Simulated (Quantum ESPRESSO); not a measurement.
A run of Quantum ESPRESSO 7.5 is set up as follows.

run.py

```python
import numpy as np
from ase.calculators.espresso import Espresso, EspressoProfile
from ase.io import read

atoms = read('P.cif')

input_data = {
    'control': {'calculation': 'scf', 'prefix': 'pwscf', 'outdir': './tmp', 'tprnfor': True, 'tstress': True, 'disk_io': 'low'},
    'system': {'ecutwfc': 44.0, 'nbnd': 16, 'input_dft': 'XC-000I-012L-000I-000I-707L-000I', 'occupations': 'fixed'},
    'electrons': {'conv_thr': 1e-08, 'electron_maxstep': 120, 'mixing_beta': 0.5},
}
pseudopotentials = {'P': 'P_ONCV_PBE-1.2.upf'}
profile = EspressoProfile(command='pw.x', pseudo_dir='pseudo')
dft = Espresso(profile=profile, input_data=input_data, pseudopotentials=pseudopotentials, kpts=(4, 4, 3), koffset=(0, 0, 0))
atoms.calc = dft

from ase.optimize import BFGS
done = BFGS(atoms, trajectory='opt.traj').run(fmax=0.02, steps=30)
print('converged', done)
print(f'energy {atoms.get_potential_energy():.8f} eV')
print('forces (eV/A)')
print(np.round(atoms.get_forces(), 6))
print('stress (eV/A^3, Voigt)')
print(np.round(atoms.get_stress(), 8))
```

P.cif

```cif
data_P
_cell_length_a 5.70803773
_cell_length_b 5.70803773
_cell_length_c 4.54363559
_cell_angle_alpha 90.00000000
_cell_angle_beta 90.00000000
_cell_angle_gamma 146.44322359
_space_group_name_H-M_alt 'P1'
_space_group_name_Hall 'P 1'
_space_group_IT_number 1
loop_
_space_group_symop_operation_xyz
'x,y,z'
loop_
_atom_site_label
_atom_site_type_symbol
_atom_site_symmetry_multiplicity
_atom_site_Wyckoff_symbol
_atom_site_fract_x
_atom_site_fract_y
_atom_site_fract_z
_atom_site_occupancy
P1 P 1 a 0.9000180000 0.0947600000 0.5887590000 1
P2 P 1 a 0.1015050000 0.9062490000 0.4161800000 1
P3 P 1 a 0.5962090000 0.4076660000 0.0986000000 1
P4 P 1 a 0.4044710000 0.5960400000 0.9165470000 1
```

Potentials or basis: SG15 PBE 1.2.

Command:

```sh
$ OMP_NUM_THREADS=1 python run.py
```

Estimate the band gap on the k mesh.

0.42 eV, direct.

What does it give for the energy gained by relaxing?

5.1 meV/atom.

Stress tensor (GPa, compression positive):
```
 5.34  0.53  0.00
 0.53  7.03 -0.01
 0.00 -0.01  5.49
```

Caveat: the k mesh is coarse (spacing up to 0.50 Å⁻¹), so the values aren't converged; the potentials were made for another functional, which shifts forces and pressure; an odd mesh through Γ misses points on the zone boundary, where band edges often lie.
